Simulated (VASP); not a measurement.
MoSe2, 6 atoms in the cell. It takes space group P6_3/mmc (No. 194, hexagonal). Conventional cell: a = 3.274 Å, b = 3.274 Å, c = 13.147 Å, α = 90.00°, β = 90.00°, γ = 120.00°. Mo (site symmetry -6m2) has 6 Se at 2.52 Å as nearest neighbours. Se (site symmetry 3m) is surrounded by 3 Mo at 2.52 Å. The cell is a database's computed one.

```yaml
Program: VASP 6.6.1
Task: band structure
Functional: PBEsol
Potentials_or_basis: VASP PAW PBE potentials, release 64 (Mo_sv, Se)
Cutoff: 520 eV
k_mesh: 9 × 9 × 2
Occupations: gaussian, width 0.02 eV
Spin: no spin polarisation
Further_INCAR_settings: ALGO = Fast; EDIFF = 1e-07
```

Potentials or basis: VASP PAW PBE potentials, release 64 (Mo_sv, Se).

Command:

```console
$ cat potpaw_PBE.64/Mo_sv/POTCAR potpaw_PBE.64/Se/POTCAR > POTCAR
$ cp INCAR.step1 INCAR
$ cp KPOINTS.step1 KPOINTS
$ mpirun -np 2 vasp_std > vasp.out
$ cp INCAR.step2 INCAR
$ cp KPOINTS.step2 KPOINTS
$ mpirun -np 2 vasp_std > vasp.out
```

Hardware: 2 MPI ranks on AMD EPYC 9R45 96-Core Processor (Zen 5) (shared host).

Task: Estimate the wall time of this run.

Result: Run time: 2.5 min on 2 MPI ranks on AMD EPYC 9R45 96-Core Processor (Zen 5) (shared host), peak memory 0.49 GiB a rank. Counts: scf iterations 12, k points 135.
